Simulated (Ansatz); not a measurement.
# Ge: a prediction, then the measurements

All numbers below come from Ansatz 0.2.0, DFT PBE, scalar-relativistic, plane waves, PAW.

Cutoff 420 eV; k points 14×14×14 on the computed 2-atom cell (Γ-centred); Gaussian smearing, width 0.10 eV; no spin polarisation.

Relaxed structure, symmetry kept:

```
Ge
1.0
     0.00000    2.88054    2.88054
     2.88054    0.00000    2.88054
     2.88054    2.88054    0.00000
Ge
2
Direct
  0.00000 0.00000 0.00000
  0.25000 0.25000 0.25000
```

- Space group: Fd-3m (No. 227)
- Volume per atom: 23.90 Å³
- Formation energy from the elements' standard states (uncorrected): -0.003 eV/atom
- Kohn–Sham band gap: zero, with almost no states at the Fermi level
- Density of states at the Fermi level: 0.00 states/eV per cell (so small that it hangs on the mesh: a semimetal, or crossings between mesh points)
- Löwdin character within 0.5 eV of the Fermi level: Ge 4p 78 %, Ge 4s 20 %
- Bader charges (e): Ge (2 in the cell) 0.00

**What was measured.**

“Highly heterogeneous epitaxy of flexoelectric BaTiO3-δ membrane on Ge”, 2022, pmc:9151678 quotes, for a bulk crystal of Ge: lattice constant a 5.658 Å.

Against the measured lattice constant a of Ge, 5.658 Å (quoted in the paper above), the calculated 5.761 Å is off by +1.8 %. 2 values of this kind are on record in papers (5.6578 to 5.658 Å); this one was drawn at random among those near their median. The calculation is for 0 K without zero-point motion.